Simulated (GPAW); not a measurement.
# AlCo (Pm-3m) in GPAW: elastic constants with PBEint

Aim: the elastic constants of AlCo with PBEint.

Everything below comes from runs of GPAW 26.7.0. Logs are shortened: lines on timing, memory, paths and dates and some standing lists are left out, and cuts for length are marked. The log counts tension as positive stress, the text compression.

### 1 The structure

The structure is cubic, space group Pm-3m (No. 221). The conventional cell has a = 2.819 Å, b = 2.819 Å, c = 2.819 Å, α = 90.00°, β = 90.00°, γ = 90.00°. Co (site symmetry m-3m) has 8 Al at 2.44 Å as nearest neighbours. Around Al (site symmetry m-3m) lie 8 Co at 2.44 Å.

The cell is a database's computed one.

### 2 Elastic constants, PBEint, collinear spin, ferromagnetic start, 11.21 Å³/atom

File run.py:

```python
import json
import numpy as np
import spglib
from ase import Atoms
from ase.constraints import FixSymmetry
from ase.filters import FrechetCellFilter
from ase.io import write
from ase.optimize import BFGS
from ase.stress import full_3x3_to_voigt_6_stress, voigt_6_to_full_3x3_strain, voigt_6_to_full_3x3_stress
from ase.units import GPa
from gpaw import GPAW, PW, setup_paths

setup_paths.insert(0, '.')

atoms = Atoms(['Co', 'Al'],
              cell=[[2.81940321, 0.0, 0.0],
                    [0.0, 2.81940321, 0.0],
                    [0.0, 0.0, 2.81940321]],
              scaled_positions=[[0.5, 0.5, 0.5],
                                [0.0, 0.0, 0.0]],
              pbc=True)
atoms.set_initial_magnetic_moments([2.0, 0.0])

calc = GPAW(mode=PW(600),
            xc='GGA_X_PBEINT+GGA_C_PBEINT',
            kpts={'size': (9, 9, 9), 'gamma': True},
            occupations={'name': 'fermi-dirac', 'width': 0.05},
            nbands=15,
            convergence={'density': 1e-06, 'eigenstates': 1e-09},
            maxiter=150,
            txt='gpaw.txt')
atoms.calc = calc
atoms.set_constraint(FixSymmetry(atoms))
BFGS(FrechetCellFilter(atoms), trajectory='relax.traj', logfile='-').run(fmax=0.005, steps=40)
atoms.set_constraint()
energy = atoms.get_potential_energy()
forces = atoms.get_forces()
stress = atoms.get_stress()
calc.write('gs.gpw')
write('result.traj', atoms)
print('Cell:', atoms.cell.cellpar().round(4))
print(atoms.get_scaled_positions().round(5))

gpts = tuple(int(n) for n in calc.get_number_of_grid_points())
cell = atoms.cell[:].T
dataset = spglib.get_symmetry((atoms.cell[:], atoms.get_scaled_positions(), atoms.numbers), symprec=1e-4)
rotations = [cell @ w @ np.linalg.inv(cell) for w in dataset['rotations']]
strains, clamped, relaxed = [], [], []
for v in [0, 3]:
    for e in (-0.005, 0.005):
        voigt = np.zeros(6)
        voigt[v] = e
        F = voigt_6_to_full_3x3_strain(voigt)
        a = atoms.copy()
        a.set_cell(atoms.cell[:] @ F, scale_atoms=True)
        c = GPAW(mode=PW(600),
                 xc='GGA_X_PBEINT+GGA_C_PBEINT',
                 kpts={'size': (9, 9, 9), 'gamma': True},
                 occupations={'name': 'fermi-dirac', 'width': 0.05},
                 nbands=15,
                 convergence={'density': 1e-06, 'eigenstates': 1e-09},
                 maxiter=150,
                 gpts=gpts,
                 txt=f'strain-{v}{e:+.3f}.txt')
        a.calc = c
        s0 = s1 = a.get_stress() - stress
        BFGS(a, logfile=None).run(fmax=0.003, steps=25)
        s1 = a.get_stress() - stress
        print(v, e, 'clamped', (s0 / GPa).round(3), 'relaxed', (s1 / GPa).round(3), flush=True)
        for R in rotations:  # images under the point group
            eps = R @ (F - np.eye(3)) @ R.T
            strains.append(full_3x3_to_voigt_6_stress(eps) * [1, 1, 1, 2, 2, 2])
            for s, rows in ((s0, clamped), (s1, relaxed)):
                rows.append(full_3x3_to_voigt_6_stress(R @ voigt_6_to_full_3x3_stress(s) @ R.T))

C0, C = (np.linalg.lstsq(np.array(strains), np.array(s), rcond=None)[0].T / GPa for s in (clamped, relaxed))
print('Clamped-ion Cij (GPa):')
print(C0.round(1))
print('Relaxed-ion Cij (GPa):')
print(C.round(1))
json.dump({'clamped': C0.tolist(), 'relaxed': C.tolist()}, open('elastic.json', 'w'))
```

Potentials or basis: PAW data sets generated in the run's folder for this functional, pw.

The run is started by

```
$ gpaw-setup -f GGA_X_PBEINT+GGA_C_PBEINT Al Co
$ OMP_NUM_THREADS=1 python run.py
```

gpaw.txt:

```text
__  _  _
 | _ |_)|_||  |
 |__||  | ||/\| - 26.7.0

Input parameters:
  mode=PW(ecut=600.0),
  convergence={'density': 1e-06, 'eigenstates': 1e-09},
  kpts=MonkhorstPack(size=(9, 9, 9), gamma=True),
  maxiter=150,
  nbands=15,
  occupations=Occupations(name='fermi-dirac', width=0.05),
  xc=XC(name='GGA_X_PBEINT+GGA_C_PBEINT')

Diagonalizing LCAO Hamiltonian
Converting LCAO to pw mode
   .------.
  /|      |
 * |      |
 | .-Co---.
 |/      /
 Al-----*

Atoms  # Å, Bohr magnetons
|   | symbol |         x |         y |         z |    initial magnetic moments |
|---|--------|-----------|-----------|-----------|-----------------------------|
| 0 |     Co |  1.409702 |  1.409702 |  1.409702 | ( 0.0000,  0.0000,  2.0000) |
| 1 |     Al | -0.000000 | -0.000000 | -0.000000 | ( 0.0000,  0.0000,  0.0000) |

Unit cell  # Å
| periodic |        x |        y |        z |  lengths |    angles |
|----------|----------|----------|----------|----------|-----------|
|      yes | 2.819403 | 0.000000 | 0.000000 | 2.819403 | 90.000000 |
|      yes | 0.000000 | 2.819403 | 0.000000 | 2.819403 | 90.000000 |
|      yes | 0.000000 | 0.000000 | 2.819403 | 2.819403 | 90.000000 |

Number of symmetries: 48
Symmetry operations  # r_c * U_cc + t_c -> r_c
|    | kind |            matrix            |
|----|------|------------------------------|
|  0 |  E   |  1, 0, 0,  0, 1, 0,  0, 0, 1 |
|  1 |  σ   |  1, 0, 0,  0, 1, 0,  0, 0,-1 |
|  2 |  σ   |  1, 0, 0,  0, 0, 1,  0, 1, 0 |
|  3 |  C4  |  1, 0, 0,  0, 0, 1,  0,-1, 0 |
|  4 |  C4  |  1, 0, 0,  0, 0,-1,  0, 1, 0 |
|  5 |  σ   |  1, 0, 0,  0, 0,-1,  0,-1, 0 |
|  6 |  σ   |  1, 0, 0,  0,-1, 0,  0, 0, 1 |
|  7 |  C2  |  1, 0, 0,  0,-1, 0,  0, 0,-1 |
|  8 |  σ   |  0, 1, 0,  1, 0, 0,  0, 0, 1 |
|  9 |  C2  |  0, 1, 0,  1, 0, 0,  0, 0,-1 |
| 10 |  C3  |  0, 1, 0,  0, 0, 1,  1, 0, 0 |
| 11 |  S6  |  0, 1, 0,  0, 0, 1, -1, 0, 0 |
| 12 |  S6  |  0, 1, 0,  0, 0,-1,  1, 0, 0 |
| 13 |  C3  |  0, 1, 0,  0, 0,-1, -1, 0, 0 |
| 14 |  C4  |  0, 1, 0, -1, 0, 0,  0, 0, 1 |
| 15 |  S4  |  0, 1, 0, -1, 0, 0,  0, 0,-1 |
| 16 |  C3  |  0, 0, 1,  1, 0, 0,  0, 1, 0 |
| 17 |  S6  |  0, 0, 1,  1, 0, 0,  0,-1, 0 |
| 18 |  σ   |  0, 0, 1,  0, 1, 0,  1, 0, 0 |
| 19 |  C4  |  0, 0, 1,  0, 1, 0, -1, 0, 0 |
| 20 |  C2  |  0, 0, 1,  0,-1, 0,  1, 0, 0 |
| 21 |  S4  |  0, 0, 1,  0,-1, 0, -1, 0, 0 |
[... 221 lines left out ...]
No gap
No difference between direct/indirect transitions

Stress tensor  # eV/Ang^3
|         x |         y |         z |
|-----------|-----------|-----------|
| -0.023800 | -0.000000 |  0.000000 |
| -0.000000 | -0.023800 |  0.000000 |
|  0.000000 |  0.000000 | -0.023800 |

Forces  # eV/Ang
|        x |        y |        z |
|----------|----------|----------|
|  0.00000 |  0.00000 |  0.00000 |  # Co   0
| -0.00000 | -0.00000 | -0.00000 |  # Al   1

Interpolating wave functions to new cell
   .------.
  /|      |
 * |  Co  |
 | .------.
 |/      /
 Al-----*

Atoms  # Å, Bohr magnetons
|   | symbol |         x |         y |         z |    initial magnetic moments |
|---|--------|-----------|-----------|-----------|-----------------------------|
| 0 |     Co |  1.412390 |  1.412390 |  1.412390 | ( 0.0000,  0.0000, -0.0000) |
| 1 |     Al | -0.000000 | -0.000000 | -0.000000 | ( 0.0000,  0.0000,  0.0000) |

Unit cell  # Å
| periodic |        x |        y |        z |  lengths |    angles |
|----------|----------|----------|----------|----------|-----------|
|      yes | 2.824779 | 0.000000 | 0.000000 | 2.824779 | 90.000000 |
|      yes | 0.000000 | 2.824779 | 0.000000 | 2.824779 | 90.000000 |
|      yes | 0.000000 | 0.000000 | 2.824779 | 2.824779 | 90.000000 |

Number of symmetries: 48
Symmetry operations  # r_c * U_cc + t_c -> r_c
|    | kind |            matrix            |
|----|------|------------------------------|
|  0 |  E   |  1, 0, 0,  0, 1, 0,  0, 0, 1 |
|  1 |  σ   |  1, 0, 0,  0, 1, 0,  0, 0,-1 |
|  2 |  σ   |  1, 0, 0,  0, 0, 1,  0, 1, 0 |
|  3 |  C4  |  1, 0, 0,  0, 0, 1,  0,-1, 0 |
|  4 |  C4  |  1, 0, 0,  0, 0,-1,  0, 1, 0 |
|  5 |  σ   |  1, 0, 0,  0, 0,-1,  0,-1, 0 |
|  6 |  σ   |  1, 0, 0,  0,-1, 0,  0, 0, 1 |
|  7 |  C2  |  1, 0, 0,  0,-1, 0,  0, 0,-1 |
|  8 |  σ   |  0, 1, 0,  1, 0, 0,  0, 0, 1 |
|  9 |  C2  |  0, 1, 0,  1, 0, 0,  0, 0,-1 |
| 10 |  C3  |  0, 1, 0,  0, 0, 1,  1, 0, 0 |
| 11 |  S6  |  0, 1, 0,  0, 0, 1, -1, 0, 0 |
| 12 |  S6  |  0, 1, 0,  0, 0,-1,  1, 0, 0 |
| 13 |  C3  |  0, 1, 0,  0, 0,-1, -1, 0, 0 |
| 14 |  C4  |  0, 1, 0, -1, 0, 0,  0, 0, 1 |
| 15 |  S4  |  0, 1, 0, -1, 0, 0,  0, 0,-1 |
| 16 |  C3  |  0, 0, 1,  1, 0, 0,  0, 1, 0 |
| 17 |  S6  |  0, 0, 1,  1, 0, 0,  0,-1, 0 |
| 18 |  σ   |  0, 0, 1,  0, 1, 0,  1, 0, 0 |
| 19 |  C4  |  0, 0, 1,  0, 1, 0, -1, 0, 0 |
| 20 |  C2  |  0, 0, 1,  0,-1, 0,  1, 0, 0 |
| 21 |  S4  |  0, 0, 1,  0,-1, 0, -1, 0, 0 |
[... 217 lines left out ...]
No gap
No difference between direct/indirect transitions

Stress tensor  # eV/Ang^3
|         x |         y |         z |
|-----------|-----------|-----------|
| -0.016510 |  0.000000 |  0.000000 |
|  0.000000 | -0.016510 |  0.000000 |
|  0.000000 |  0.000000 | -0.016510 |

Forces  # eV/Ang
|       x |       y |       z |
|---------|---------|---------|
| 0.00000 | 0.00000 | 0.00000 |  # Co   0
| 0.00000 | 0.00000 | 0.00000 |  # Al   1

Interpolating wave functions to new cell

           Co

       Al

Atoms  # Å, Bohr magnetons
|   | symbol |         x |         y |         z |    initial magnetic moments |
|---|--------|-----------|-----------|-----------|-----------------------------|
| 0 |     Co |  1.418613 |  1.418613 |  1.418613 | ( 0.0000,  0.0000, -0.0000) |
| 1 |     Al | -0.000000 | -0.000000 | -0.000000 | ( 0.0000,  0.0000,  0.0000) |

Unit cell  # Å
| periodic |        x |         y |         z |  lengths |    angles |
|----------|----------|-----------|-----------|----------|-----------|
|      yes | 2.837225 | -0.000000 |  0.000000 | 2.837225 | 90.000000 |
|      yes | 0.000000 |  2.837225 | -0.000000 | 2.837225 | 90.000000 |
|      yes | 0.000000 |  0.000000 |  2.837225 | 2.837225 | 90.000000 |

Number of symmetries: 48
Symmetry operations  # r_c * U_cc + t_c -> r_c
|    | kind |            matrix            |
|----|------|------------------------------|
|  0 |  E   |  1, 0, 0,  0, 1, 0,  0, 0, 1 |
|  1 |  σ   |  1, 0, 0,  0, 1, 0,  0, 0,-1 |
|  2 |  σ   |  1, 0, 0,  0, 0, 1,  0, 1, 0 |
|  3 |  C4  |  1, 0, 0,  0, 0, 1,  0,-1, 0 |
|  4 |  C4  |  1, 0, 0,  0, 0,-1,  0, 1, 0 |
|  5 |  σ   |  1, 0, 0,  0, 0,-1,  0,-1, 0 |
|  6 |  σ   |  1, 0, 0,  0,-1, 0,  0, 0, 1 |
|  7 |  C2  |  1, 0, 0,  0,-1, 0,  0, 0,-1 |
|  8 |  σ   |  0, 1, 0,  1, 0, 0,  0, 0, 1 |
|  9 |  C2  |  0, 1, 0,  1, 0, 0,  0, 0,-1 |
| 10 |  C3  |  0, 1, 0,  0, 0, 1,  1, 0, 0 |
| 11 |  S6  |  0, 1, 0,  0, 0, 1, -1, 0, 0 |
| 12 |  S6  |  0, 1, 0,  0, 0,-1,  1, 0, 0 |
| 13 |  C3  |  0, 1, 0,  0, 0,-1, -1, 0, 0 |
| 14 |  C4  |  0, 1, 0, -1, 0, 0,  0, 0, 1 |
| 15 |  S4  |  0, 1, 0, -1, 0, 0,  0, 0,-1 |
| 16 |  C3  |  0, 0, 1,  1, 0, 0,  0, 1, 0 |
| 17 |  S6  |  0, 0, 1,  1, 0, 0,  0,-1, 0 |
| 18 |  σ   |  0, 0, 1,  0, 1, 0,  1, 0, 0 |
| 19 |  C4  |  0, 0, 1,  0, 1, 0, -1, 0, 0 |
| 20 |  C2  |  0, 0, 1,  0,-1, 0,  1, 0, 0 |
| 21 |  S4  |  0, 0, 1,  0,-1, 0, -1, 0, 0 |
[... 217 lines left out ...]
No gap
No difference between direct/indirect transitions

Stress tensor  # eV/Ang^3
|         x |         y |         z |
|-----------|-----------|-----------|
| -0.000306 | -0.000000 |  0.000000 |
| -0.000000 | -0.000306 |  0.000000 |
|  0.000000 |  0.000000 | -0.000306 |

Forces  # eV/Ang
|        x |       y |        z |
|----------|---------|----------|
| -0.00000 | 0.00000 | -0.00000 |  # Co   0
|  0.00000 | 0.00000 |  0.00000 |  # Al   1

# Writing to gs.gpw (mode='')
```

Wall time 4.2 min (1 thread of Arm Neoverse V2, shared host); peak memory 0.27 GiB.

What came out:

```yaml
Free_energy: -13.9321 eV
Relaxed_volume: 11.42 Å³/atom
Relaxed_cell: a = 2.837 Å, b = 2.837 Å, c = 2.837 Å, α = 90.00°, β = 90.00°, γ = 90.00°
Space_group_after_relaxing_to_0.05_Å: Pm-3m (No. 221)
Pressure_after_relaxing: 0.0 GPa
Band_gap_on_the_k_mesh: none (metal or under the smearing width)
Net_moment: 0.00 μB per cell
Elastic_constants_C11_C12_C44: 316, 128, 156 GPa
Voigt_bulk_modulus: 191 GPa
Bulk_modulus_Hill: 191 GPa
Shear_modulus_Hill: 127 GPa
Young's_modulus: 312 GPa
Poisson's_ratio_from_the_elastic_constants: 0.23
```

Caveat: the density grid can change from cell to cell, which puts small steps into energies and stress; the starting moments collapsed, and a magnetic state may lie lower; elastic constants of metals need much finer meshes, so these are rough.
